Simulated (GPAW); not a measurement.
# InAs (F-43m) in GPAW: further runs

The runs below take InAs through band structure, hybrid scf, with optB88-vdW, r2SCAN0+D3(BJ).

Everything below comes from runs of GPAW 26.7.0. Logs are shortened: lines on timing, memory, paths and dates and some standing lists are left out, and cuts for length are marked. The log counts tension as positive stress, the text compression.

**The experiment to reproduce.**

From a printed reference work, data compilation, for a bulk crystal of InAs at 4.2 K: band gap 0.418 eV (direct).

How close the calculation comes is told below.

## 1. The structure

Symmetry: F-43m, No. 216, cubic system. The conventional cell has a = 6.036 Å, b = 6.036 Å, c = 6.036 Å, α = 90.00°, β = 90.00°, γ = 90.00°. In (site symmetry -43m) has 4 As at 2.61 Å as nearest neighbours. Around As (site symmetry -43m) lie 4 In at 2.61 Å.

## 2. Band structure, optB88-vdW, spin-orbit coupling, no magnetisation

The input, run.py:

```python
import numpy as np
from ase.dft.bandgap import bandgap
from ase.io import read, write
from gpaw import GPAW, PW
from gpaw.spinorbit import soc_eigenstates

atoms = read('POSCAR')

calc = GPAW(mode=PW(600),
            xc={'name': 'optB88-vdW', 'backend': 'libvdwxc'},
            kpts={'size': (6, 6, 6), 'gamma': True},
            occupations={'name': 'fermi-dirac', 'width': 0.05},
            nbands=18,
            convergence={'density': 1e-05, 'energy': 1e-05},
            maxiter=150,
            legacy_gpaw=True,
            txt='gpaw.txt')
atoms.calc = calc
energy = atoms.get_potential_energy()
forces = atoms.get_forces()
calc.write('gs.gpw')
write('result.traj', atoms)
print(f'Energy: {energy:.6f} eV')
print('Forces (eV/A):')
print(forces.round(4))
print('Fermi level:', round(calc.get_fermi_level(), 4), 'eV')
print(f'Gap: {bandgap(calc)[0]:.4f} eV, direct: {bandgap(calc, direct=True)[0]:.4f} eV')

path = atoms.cell.bandpath('GXWKGLUWLK,UX', npoints=60, eps=1e-4)
bs_calc = calc.fixed_density(kpts=path, symmetry='off', nbands=30,
                             convergence={'bands': 'CBM+6.0', 'eigenstates': 1e-6}, txt='bands.txt')
bs = bs_calc.band_structure()
bs.write('bs.json')
print(f'Gap on the path: {bandgap(bs_calc)[0]:.4f} eV')

soc = soc_eigenstates(bs_calc, theta=0, phi=0)
np.savetxt('soc_bands.dat', soc.eigenvalues(), fmt='%.4f')
mesh = soc_eigenstates('gs.gpw', theta=0, phi=0)
np.savetxt('soc_mesh.dat', mesh.eigenvalues(), fmt='%.4f')
print('Fermi level with spin-orbit coupling:', round(mesh.fermi_level, 4), 'eV')
```

The input, POSCAR:

```
InAs
1.0
    0.0000000000      3.0180000000      3.0180000000
    3.0180000000      0.0000000000      3.0180000000
    3.0180000000      3.0180000000      0.0000000000
In As
1 1
Direct
    0.0000000000      0.0000000000      0.0000000000
    0.7500000000      0.7500000000      0.7500000000
```

Potentials or basis: GPAW PAW data sets (gpaw-data 1.2.1), pw.

Launch:

```bash
$ OMP_NUM_THREADS=1 python run.py
```

gpaw.txt:

```text
___ ___ ___ _ _ _
 |   |   |_  | | | |
 | | | | | . | | | |
 |__ |  _|___|_____|  26.7.0
 |___|_|

Input parameters:
  convergence: {density: 1e-05,
                energy: 1e-05}
  kpts: {gamma: True,
         size: (6, 6, 6)}
  maxiter: 150
  mode: {ecut: 600.0,
         name: pw}
  nbands: 18
  occupations: {name: fermi-dirac,
                width: 0.05}
  xc: {backend: libvdwxc,
       name: optB88-vdW}

System changes: positions, numbers, cell, pbc, initial_charges, initial_magmoms

Initialize ...

species:
  In:
    name:    Indium
    Z:       49.0
    valence: 13
    core:    36
    charge:  0.0  # [|e|]
    compensation charges:
      type: gauss
      rc: 0.36  # [Å]
      lmax: 2
    cutoffs:
      filter: 2.09  # [Å]
      core: 2.48  # [Å]
    projectors
    | kind |    occ | energy [eV] | rcut [Å] |
    |------|--------|-------------|----------|
    |   5s |  2.000 |      -8.203 |    1.185 |
    |   5p |  1.000 |      -2.521 |    1.244 |
    |   4d | 10.000 |     -18.629 |    1.148 |
    |    s |        |      19.008 |    1.185 |
    |    p |        |      24.691 |    1.244 |
    |    d |        |       8.583 |    1.148 |

    Using partial waves for In as LCAO basis

  As:
    name:    Arsenic
    Z:       33.0
    valence: 5
    core:    28
    charge:  0.0  # [|e|]
    compensation charges:
      type: gauss
      rc: 0.33  # [Å]
      lmax: 2
    cutoffs:
      filter: 1.87  # [Å]
      core: 2.96  # [Å]
    projectors
    | kind |    occ | energy [eV] | rcut [Å] |
    |------|--------|-------------|----------|
    |   4s |  2.000 |     -14.487 |    1.058 |
    |   4p |  3.000 |      -5.196 |    1.058 |
    |    s |        |      12.725 |    1.058 |
    |    p |        |      22.016 |    1.058 |
    |    d |        |       0.000 |    1.058 |

    Using partial waves for As as LCAO basis

Reference energy: -221478.393260  # eV

Spin-paired calculation

Convergence criteria:
 Maximum [total energy] change in last 3 cyles: 1e-05 eV / valence electron
 Maximum integral of absolute [dens]ity change: 1e-05 electrons / valence electron
 Maximum integral of absolute [eigenst]ate change: 4e-08 eV^2 / valence electron
 Maximum number of scf [iter]ations: 150
 (Square brackets indicate name in SCF output, whereas a 'c' in
 the SCF output indicates the quantity has converged.)

Symmetries present (total): 24

  ( 1  0  0)  ( 1  0  0)  ( 1  0 -1)  ( 1  0 -1)  ( 1 -1  0)  ( 1 -1  0)
  ( 0  1  0)  ( 0  0  1)  ( 0  1 -1)  ( 0  0 -1)  ( 0 -1  1)  ( 0 -1  0)
  ( 0  0  1)  ( 0  1  0)  ( 0  0 -1)  ( 0  1 -1)  ( 0 -1  0)  ( 0 -1  1)

  ( 0  1  0)  ( 0  1  0)  ( 0  1 -1)  ( 0  1 -1)  ( 0  0  1)  ( 0  0  1)
  ( 1  0  0)  ( 0  0  1)  ( 1  0 -1)  ( 0  0 -1)  ( 1  0  0)  ( 0  1  0)
  ( 0  0  1)  ( 1  0  0)  ( 0  0 -1)  ( 1  0 -1)  ( 0  1  0)  ( 1  0  0)

  ( 0  0 -1)  ( 0  0 -1)  ( 0 -1  1)  ( 0 -1  1)  ( 0 -1  0)  ( 0 -1  0)
  ( 1  0 -1)  ( 0  1 -1)  ( 1 -1  0)  ( 0 -1  0)  ( 1 -1  0)  ( 0 -1  1)
  ( 0  1 -1)  ( 1  0 -1)  ( 0 -1  0)  ( 1 -1  0)  ( 0 -1  1)  ( 1 -1  0)

  (-1  1  0)  (-1  1  0)  (-1  0  1)  (-1  0  1)  (-1  0  0)  (-1  0  0)
  (-1  0  1)  (-1  0  0)  (-1  1  0)  (-1  0  0)  (-1  1  0)  (-1  0  1)
  (-1  0  0)  (-1  0  1)  (-1  0  0)  (-1  1  0)  (-1  0  1)  (-1  1  0)

216 k-points: 6 x 6 x 6 Monkhorst-Pack grid + [1/12,1/12,1/12]
16 k-points in the irreducible part of the Brillouin zone
       k-points in crystal coordinates                weights
   0:     0.00000000    0.00000000    0.00000000          1/216
   1:     0.16666667    0.16666667    0.00000000          6/216
   2:     0.16666667    0.16666667    0.16666667          8/216
   3:     0.33333333    0.16666667    0.16666667         12/216
   4:     0.33333333    0.33333333   -0.33333333         12/216
   5:     0.33333333    0.33333333    0.00000000          6/216
   6:     0.33333333    0.33333333    0.16666667         24/216
   7:     0.33333333    0.33333333    0.33333333          8/216
   8:     0.50000000    0.33333333   -0.33333333         24/216
   9:     0.50000000    0.33333333   -0.16666667         12/216
          ...
  15:     0.50000000    0.50000000    0.50000000          4/216

Wave functions: Plane wave expansion
  Cutoff energy: 600.000 eV
  Number of coefficients (min, max): 1804, 1853
  Pulay-stress correction: 0.000000 eV/Ang^3 (de/decut=0.000000)
  Using FFTW library
  ScaLapack parameters: grid=1x1, blocksize=None
  Wavefunction extrapolation:
    Improved wavefunction reuse through dual PAW basis

Occupation numbers: Fermi-Dirac:
  width: 0.0500  # eV

Eigensolver
   Davidson(niter=2)

Densities:
  Coarse grid: 25*25*25 grid
  Fine grid: 50*50*50 grid
  Total Charge: 0.000000

Density mixing:
  Method: separate
  Backend: msr1
  Linear mixing parameter: 0.05
  old densities: 10
  Width of damping distribution: 1.1
  Damping of long wavelength oscillations: 20

Hamiltonian:
  XC and Coulomb potentials evaluated on a 50*50*50 grid
  Using the optB88 Exchange-Correlation functional
  External potential:
    NoExternalPotential

XC parameters: optB88 with libvdwxc
  Mode: serial
  Semilocal: GGA_X_OPTB88_VDW+LDA_C_PW with 2 nearest neighbor stencil
  Corresponding non-local functional: vdW-DF
  Local blocksize: 50 x 50 x 50
  PAW datasets: PBE

Number of atoms: 2
Number of atomic orbitals: 13
Number of bands in calculation: 18
Number of valence electrons: 18
Bands to converge: occupied

... initialized

Initializing position-dependent things.

Density initialized from atomic densities
Creating initial wave functions:
  13 bands from LCAO basis set
  5 bands from random numbers

                     As

       In

Atomic positions and initial magnetic moments

Positions:
   0 In     0.000000    0.000000    0.000000    ( 0.0000,  0.0000,  0.0000)
   1 As     4.527000    4.527000    4.527000    ( 0.0000,  0.0000,  0.0000)

Unit cell:
           periodic     x           y           z      points  spacing
  1. axis:    yes    0.000000    3.018000    3.018000    25     0.1394
  2. axis:    yes    3.018000    0.000000    3.018000    25     0.1394
  3. axis:    yes    3.018000    3.018000    0.000000    25     0.1394

  Lengths:   4.268097   4.268097   4.268097
  Angles:   60.000000  60.000000  60.000000

Effective grid spacing dv^(1/3) = 0.1521

iter:   1   -64.611993
iter:   2   -64.562884   -2.03  -1.15
iter:   3   -64.370757   -1.81  -1.19
iter:   4   -64.370335   -3.14  -1.78
iter:   5   -64.370652   -3.72  -2.24
iter:   6   -64.370558   -4.70  -3.08
iter:   7   -64.370557c  -5.59  -3.55
iter:   8   -64.370558c  -6.23  -3.83
iter:   9   -64.370558c  -7.19  -4.65
iter:  10   -64.370558c  -7.76c -5.02c

Converged after 10 iterations.

Dipole moment: (3.116361, 3.116361, 3.116361) |e|*Ang

Energy contributions relative to reference atoms: (reference = -221478.393260)

Kinetic:        +33.195598
Potential:      -30.182896
External:        +0.000000
XC:             -67.325500
Entropy (-ST):   -0.000944
Local:           -0.057288
SIC:             +0.000000
--------------------------
Free energy:    -64.371030
Extrapolated:   -64.370558

Non-local optB88 correlation energy: 1.608802
Semilocal GGA_X_OPTB88_VDW+LDA_C_PW energy: -133.788648
(Not including atomic contributions)
Showing only first 2 kpts
 Kpt  Band  Eigenvalues  Occupancy
  0     7      4.80749    1.34542
  0     8      4.80749    1.34542
  0     9      4.80749    1.34542
  0    10      8.70172    0.00000

  1     7      3.96878    2.00000
  1     8      3.96878    2.00000
  1     9      7.00749    0.00000
  1    10      7.67772    0.00000

Fermi level: 4.84352

No gap
No difference between direct/indirect transitions

Forces in eV/Ang:
  0 In   -0.00000    0.00000   -0.00000
  1 As   -0.00000    0.00000   -0.00000

Writing to gs.gpw (mode='')
```

stdout:

```text
Energy: -64.370558 eV
Forces (eV/A):
[[-0.  0. -0.]
 [-0.  0. -0.]]
Fermi level: 4.8435 eV
Gap: 0.0000 eV, direct: 0.0000 eV
Gap on the path: 0.0000 eV
Fermi level with spin-orbit coupling: 4.931 eV
```

bands.txt:

```text
___ ___ ___ _ _ _
 |   |   |_  | | | |
 | | | | | . | | | |
 |__ |  _|___|_____|  26.7.0
 |___|_|

Input parameters:
  convergence: {bands: CBM+6.0,
                eigenstates: 1e-06}
  gpts: [25 25 25]
  kpts: {cell: Cell([[0.0, 3.018, 3.018], [3.018, 0.0, 3.018], [3.018, 3.018, 0.0]]),
         kpts: [[0.      0.      0.     ]
 [0.0625  0.      0.0625 ]
 [0.125   0.      0.125  ]
 ...
[... 203 lines left out ...]
Semilocal GGA_X_OPTB88_VDW+LDA_C_PW energy: -133.788617
(Not including atomic contributions)
Showing only first 2 kpts
 Kpt  Band  Eigenvalues  Occupancy
  0     7      4.80749    1.34544
  0     8      4.80749    1.34544
  0     9      4.80749    1.34544
  0    10      8.70172    0.00000

  1     7      4.65179    1.95769
  1     8      4.65179    1.95769
  1     9      5.62658    0.00000
  1    10      8.48915    0.00000

Fermi level: 4.84352

No gap
No difference between direct/indirect transitions
```

Wall time 33 s (1 thread of Arm Neoverse V2, shared host); peak memory 0.32 GiB.

What came out:

| Quantity | Value |
| --- | --- |
| Free energy | -64.3710 eV |
| Band gap along the path | none (metal or under the smearing width) |

Levels at the corners of the path, in eV from the Fermi level:
| point | band 15 | band 16 | band 17 | band 18 | band 19 | band 20 | band 21 | band 22 |
| --- | --- | --- | --- | --- | --- | --- | --- | --- |
| Γ | -0.37 | -0.37 | 0.00 | 0.00 | 0.00 | 0.00 | 3.42 | 3.42 |
| X | -2.47 | -2.47 | -2.47 | -2.47 | 1.38 | 1.39 | 1.92 | 1.92 |
| W | -3.15 | -3.09 | -3.05 | -2.95 | 3.96 | 4.15 | 4.15 | 4.18 |
| K | -3.43 | -3.42 | -2.09 | -2.09 | 1.95 | 1.96 | 4.10 | 4.15 |
| Γ | -0.37 | -0.37 | 0.00 | 0.00 | 0.00 | 0.00 | 3.42 | 3.42 |
| L | -1.26 | -1.26 | -0.99 | -0.99 | 0.80 | 0.80 | 4.43 | 4.43 |
| U | -3.43 | -3.42 | -2.09 | -2.09 | 1.95 | 1.96 | 4.10 | 4.15 |
| W | -3.15 | -3.09 | -3.05 | -2.95 | 3.96 | 4.15 | 4.15 | 4.18 |
| L | -1.26 | -1.26 | -0.99 | -0.99 | 0.80 | 0.80 | 4.43 | 4.43 |
| K | -3.43 | -3.42 | -2.09 | -2.09 | 1.95 | 1.96 | 4.10 | 4.15 |
| U | -3.43 | -3.42 | -2.09 | -2.09 | 1.95 | 1.96 | 4.10 | 4.15 |
| X | -2.47 | -2.47 | -2.47 | -2.47 | 1.38 | 1.39 | 1.92 | 1.92 |

Caveat: spin-orbit coupling was added after a scalar SCF, so levels and gaps hold it while energy, forces, pressure and moments don't; this program's spin-orbit splittings come out too wide for heavy elements; the PAW data sets were made with another functional, which shifts forces and pressure a little; this crystal is a semiconductor, whose small gap the functional closes, so the metal is an error of the method.

(Continued in part 2 of 2.)
